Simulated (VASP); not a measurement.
Crystal: SnSe.

```xyz
8
Lattice="11.4200 0.0000 0.0000 0.0000 4.1900 0.0000 0.0000 0.0000 4.4600" Properties=species:S:1:pos:R:3 pbc="T T T"
Sn   10.0153    3.1425    4.0541
Sn    7.1147    1.0475    1.8241
Sn    4.3053    3.1425    2.6359
Sn    1.4047    1.0475    0.4059
Se    7.3431    3.1425    4.3886
Se    9.7869    1.0475    2.1586
Se    1.6331    3.1425    2.3014
Se    4.0769    1.0475    0.0714
```

Base run:

| Property | Result |
| --- | --- |
| Program | VASP 6.6.1 |
| Functional | LAK |
| Potentials or basis | VASP PAW PBE potentials, release 64 (Sn_d, Se) |
| Cutoff | 520 eV |
| k mesh | 3 × 6 × 6 |
| Occupations | fermi-dirac, width 0.05 eV |
| Spin | no spin polarisation |

Its results: band gap on the k mesh 1.06 eV, indirect (least direct gap 1.22 eV).

**Question.** The run is repeated on the same cell with these changes: functional from LAK to revPBE. What comes out?

**Answer.** Band gap on the k mesh 0.57 eV, indirect (least direct gap 0.73 eV).

LAK gives the wider gap, since meta-GGAs in the generalised Kohn-Sham scheme recover part of the derivative discontinuity.

Caveats: spin-orbit coupling is left out, which moves the levels of the heavy elements.

Not every run made on this cell is shown here.
